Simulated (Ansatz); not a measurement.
Single sheet of WSe2:

```
CELL_PARAMETERS angstrom
3.28552 0.00000 0.00000
-1.64276 2.84534 0.00000
0.00000 0.00000 32.73749
ATOMIC_POSITIONS crystal
Se 0.33333 0.66667 0.44854
W 0.66667 0.33333 0.50000
Se 0.33333 0.66667 0.55146
```

These are results of DFT PBE+D3(BJ), scalar-relativistic, plane waves, PAW in Ansatz 0.2.0, not measurements. Cutoff 420 eV; k points 12×12×1 on the computed 6-atom cell (Γ-centred); Gaussian smearing, width 0.02 eV; no spin polarisation. The sheet is isolated along c (Coulomb cut-off).

Two copies are stacked at this cell; shifts count in fractions of a and b, turns are about the origin, and heights relax. Binding counts from two free sheets, negative where bound; one atom of each layer keeps its place in the plane.

(1) What binding, spacing and gap does each stacking have?

Spin-orbit coupling is left out, which matters for the bands of heavy elements.

Answers

(1)
| stacking | binding (meV/Å²) | centre to centre (Å) | between outer atoms (Å) | gap (mesh and path) |
| --- | --- | --- | --- | --- |
| Upper layer shifted by (0, 0) | -23.6 | 7.02 | 3.66 | 1.46 eV |
| Upper layer shifted by (0.333, 0.667) | -34.7 | 6.41 | 3.04 | 1.31 eV |
| Upper layer shifted by (0.667, 0.333) | -34.7 | 6.41 | 3.04 | 1.31 eV |
| Upper layer shifted by (0.5, 0) | -32.3 | 6.51 | 3.15 | 1.36 eV |
| Upper layer turned by 180 degrees and shifted by (0, 0) | -35.4 | 6.41 | 3.05 | 1.29 eV |
| Upper layer turned by 180 degrees and shifted by (0.333, 0.667) | -31.9 | 6.51 | 3.14 | 1.40 eV |
| Upper layer turned by 180 degrees and shifted by (0.667, 0.333) | -24.2 | 6.99 | 3.62 | 1.49 eV |
| Upper layer turned by 180 degrees and shifted by (0.5, 0) | -27.4 | 6.77 | 3.40 | 1.47 eV |